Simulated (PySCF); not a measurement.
Runs of PySCF 2.14.0 on CdSe. It takes space group F-43m (No. 216, cubic). The conventional cell has a = 6.141 Å, b = 6.141 Å, c = 6.141 Å, α = 90.00°, β = 90.00°, γ = 90.00°. Cd (site symmetry -43m) is surrounded by 4 Se at 2.66 Å. Around Se (site symmetry -43m) lie 4 Cd at 2.66 Å. Measurements of this composition are mostly on another form, of space group No. 186.

| task | level | potentials or basis | k mesh | smearing | density cutoff | potentials | conv_tol | max_cycle | coulomb method | gap on the mesh (eV) | V0 of scaled cells (Å³/atom) | B0 (GPa) |
| --- | --- | --- | --- | --- | --- | --- | --- | --- | --- | --- | --- | --- |
| atomic charges | PBEsol | DZVP-MOLOPT-HYB/GTH-HYB (UZH) (potentials made for PBE0) | 2 × 2 × 2 | fixed | 75 Ha | Cd GTH-HYB-q12, Se GTH-HYB-q6 | 1e-07 Ha | 60 | Gaussian density fitting (GDF) | 0.36 | - | - |
| equation of state | PBEsol | DZVP-MOLOPT-SR/GTH-PBE (potentials made for PBE) | 4 × 4 × 4 | fermi-dirac 0.05 eV | 78 Ha | Cd GTH-PBE-q12, Se GTH-PBE-q6 | - | - | multigrid | - | (a) | (c) |
| atomic charges | r2SCAN0 | DZVP-MOLOPT-HYB/GTH-HYB (UZH) (potentials made for PBE0) | 2 × 2 × 2 | fixed | 75 Ha | Cd GTH-HYB-q12, Se GTH-HYB-q6 | 1e-07 Ha | 60 | Gaussian density fitting (GDF) | 2.40 | - | - |
| equation of state | PBE | DZVP-MOLOPT-SR/GTH-PBE (potentials made for PBE) | 4 × 4 × 4 | fermi-dirac 0.05 eV | 78 Ha | Cd GTH-PBE-q12, Se GTH-PBE-q6 | - | - | multigrid | - | 30.33 | (b) |
| atomic charges | PBE0 | DZVP-MOLOPT-HYB/GTH-HYB (UZH) (potentials made for PBE0) | 2 × 2 × 2 | fixed | 75 Ha | Cd GTH-HYB-q12, Se GTH-HYB-q6 | 1e-07 Ha | 60 | Gaussian density fitting (GDF) | 2.35 | - | - |
| dielectric tensor | PBE | DZVP-MOLOPT-SR/GTH-PBE (potentials made for PBE) | 4 × 4 × 4 | fermi-dirac 0.05 eV | 78 Ha | Cd GTH-PBE-q12, Se GTH-PBE-q6 | 1e-07 Ha | 60 | multigrid | 0.54 | - | - |
| atomic charges | LDA | DZVP-MOLOPT-HYB/GTH-HYB (UZH) (potentials made for PBE0) | 2 × 2 × 2 | fixed | 75 Ha | Cd GTH-HYB-q12, Se GTH-HYB-q6 | 1e-07 Ha | 60 | Gaussian density fitting (GDF) | 0.17 | - | - |
| atomic charges | B3LYP | DZVP-MOLOPT-HYB/GTH-HYB (UZH) (potentials made for PBE0) | 2 × 2 × 2 | fixed | 75 Ha | Cd GTH-HYB-q12, Se GTH-HYB-q6 | 1e-07 Ha | 60 | Gaussian density fitting (GDF) | 1.96 | - | - |

Alike in all rows: no spin polarisation; cell as given; the mesh is coarse, so values aren't converged.

**Question.** Fill in the values left out.

**Answer.** (a) 28.98; (b) 43; (c) 51.

Caveats: all runs use coarse meshes; the basis of atomic orbitals isn't converged, which shifts pressures, moduli and gaps; the potentials were made for another functional, which shifts forces and pressure (some runs); on so small a mesh gaps with full-range exact exchange can be off by tenths of an eV to over 1 eV (some runs); meta-GGAs need a finer uniform grid than this (some runs).

A k mesh can miss the band edges, and the runs leave out spin-orbit coupling on Cd, Se.

Not every run made on this cell is shown here.
